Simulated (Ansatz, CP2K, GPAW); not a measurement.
## Pb: equilibrium volume by level of theory

**What was measured.** The equilibrium volume of Pb (Lead) (Fm-3m) is reported as 30.32 Å³/atom at 298.15 K (COD entry, doi:10.1063/1.1698520). The runs below try to reproduce it.

It takes space group Fm-3m (No. 225, cubic). The conventional cell has a = 4.950 Å, b = 4.950 Å, c = 4.950 Å, α = 90.00°, β = 90.00°, γ = 90.00°. Around Pb (site symmetry m-3m) lie 12 Pb at 3.50 Å.

| rung | level | program and potentials | cutoff (eV) | k mesh | smearing | task | core time | chip | equilibrium volume (Å³/atom) | miss | notes |
| --- | --- | --- | --- | --- | --- | --- | --- | --- | --- | --- | --- |
| GGA | revPBE | Ansatz, Ansatz PAW | 420 | 9 × 9 × 9 | fermi-dirac 0.05 | relaxation of cell and atoms | 1.4 s | AMD EPYC 9R45 Zen 5 | 32.75 | +8.0 % | potentials made for PBE, which Ansatz adapts in part; 14 valence electrons an atom on average |
| GGA | BLYP | Ansatz, Ansatz PAW | 420 | 9 × 9 × 9 | fermi-dirac 0.05 | relaxation of cell and atoms | 1.4 s | AMD EPYC 9R45 Zen 5 | 34.57 | +14.0 % | potentials made for PBE, which Ansatz adapts in part; 14 valence electrons an atom on average |
| GGA | RPBE | Ansatz, Ansatz PAW | 420 | 9 × 9 × 9 | fermi-dirac 0.05 | relaxation of cell and atoms | 1.9 s | AMD EPYC 9R45 Zen 5 | 33.12 | +9.2 % | potentials made for PBE, which Ansatz adapts in part; 14 valence electrons an atom on average |
| GGA + dispersion | PBEsol+D3(BJ)+ATM | Ansatz, Ansatz PAW | 420 | 9 × 9 × 9 | fermi-dirac 0.05 | relaxation of cell and atoms | 2.2 s | AMD EPYC 9R45 Zen 5 | 28.64 | -5.5 % | potentials made for PBE, which Ansatz adapts in part; 14 valence electrons an atom on average |
| GGA + dispersion | PBEsol+D3(BJ) | Ansatz, Ansatz PAW | 420 | 9 × 9 × 9 | fermi-dirac 0.05 | relaxation of cell and atoms | 2.2 s | AMD EPYC 9R45 Zen 5 | 28.50 | -6.0 % | potentials made for PBE, which Ansatz adapts in part; 14 valence electrons an atom on average |
| GGA | PBE | Ansatz, Ansatz PAW | 420 | 9 × 9 × 9 | fermi-dirac 0.05 | equation of state | 6.6 s | Arm Neoverse V1 | 31.87 | +5.1 % | - |
| LDA | LDA | Ansatz, Ansatz PAW | 420 | 9 × 9 × 9 | fermi-dirac 0.05 | equation of state | 6.8 s | Arm Neoverse V1 | 28.99 | -4.4 % | potentials made for PBE, which Ansatz adapts in part |
| meta-GGA | r2SCAN | Ansatz, Ansatz PAW | 500 | 9 × 9 × 9 | fermi-dirac 0.05 | equation of state | 19 s | Arm Neoverse V1 | 31.04 | +2.4 % | potentials made for PBE, which Ansatz adapts in part |
| LDA | LDA | CP2K, POTENTIAL_UZH Pb GTH-PBE-q4; TZVP-MOLOPT-PBE-GTH basis | - | 7 × 7 × 7 | fermi-dirac 0.05 | relaxation of cell and atoms | 37 s | Arm Neoverse V1 | 32.44 | +7.0 % | atomic basis; potentials made for PBE; 4 valence electrons an atom on average |
| non-local van der Waals functional | C09-vdW | GPAW, GPAW PAW data sets (gpaw-data 1.2.1) | 600 | 9 × 9 × 9 | fermi-dirac 0.05 | equation of state | 64 s | Intel Xeon Platinum 8259CL Skylake/Cascade Lake | 30.01 | -1.0 % | potentials made for PBE |

Times are single runs on shared hosts and different chips, so they are rough; meshes, cutoffs and the tasks' sizes weigh on the time. All rows: no spin polarisation. Smearing widths are in eV. For a metal such meshes aren't converged. Meshes differ between rows, which moves values too. Meshes are those of the run's cell of 1 atom unless a note names another. Relaxations start from the cell shown or near it and stop with a little pressure left. Misses use the values as printed. Runs on faulty files, with rough fits or with known faults for this quantity aren't shown. No row holds spin-orbit coupling.

By rung: LDA 28.99; GGA 31.87 to 34.57; GGA + dispersion 28.50 to 28.64; non-local van der Waals functional 30.01; meta-GGA 31.04; LDA in atomic bases 32.44 (Å³/atom). Measured: 30.32 Å³/atom at 298.15 K (COD entry, doi:10.1063/1.1698520). Closest, coarse meshes and atomic bases left aside, is C09-vdW (-1.0 %), and PBE misses by +5.1 % on plain settings. The runs are for a static lattice, while measurements hold temperature and zero-point motion.
